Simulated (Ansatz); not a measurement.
One geometry of TiO2, one setting changed: set of potentials

Method: DFT r2SCAN, scalar-relativistic, plane waves (Ansatz). The atoms stay where they are, in a cell that isn't relaxed at these levels; pressure is positive in compression.

```cif
data_structure
_symmetry_space_group_name_H-M 'P 1'
_symmetry_Int_Tables_number 1
_cell_length_a 3.8273
_cell_length_b 3.8273
_cell_length_c 5.4720
_cell_angle_alpha 109.893
_cell_angle_beta 109.893
_cell_angle_gamma 90.013
_cell_volume 70.26
loop_
_atom_site_label
_atom_site_type_symbol
_atom_site_fract_x
_atom_site_fract_y
_atom_site_fract_z
_atom_site_occupancy
Ti1 Ti 0.13411 0.86589 0.25000 1
Ti2 Ti 0.86589 0.13411 0.75000 1
O1 O 0.33122 0.08876 0.66715 1
O2 O 0.66878 0.91124 0.33285 1
O3 O 0.91124 0.66878 0.83285 1
O4 O 0.08876 0.33122 0.16715 1
```

The Γ-centred k-mesh is 8×8×6 and the occupation rule is Gaussian smearing, 0.02 eV. The spin treatment is unpolarised.

```tsv
set of potentials	cutoff (eV)	gap on mesh (eV)	P (GPa)	largest force (eV/Å)
PAW (default set)	500	2.44	-6.4	0.228
norm-conserving potentials	1290	2.44	-6.5	0.234
```

What do the runs give for PAW (harder set)?

They give:

```tsv
set of potentials	cutoff (eV)	gap on mesh (eV)	P (GPa)	largest force (eV/Å)
PAW (harder set)	1050	2.44	-6.4	0.230
```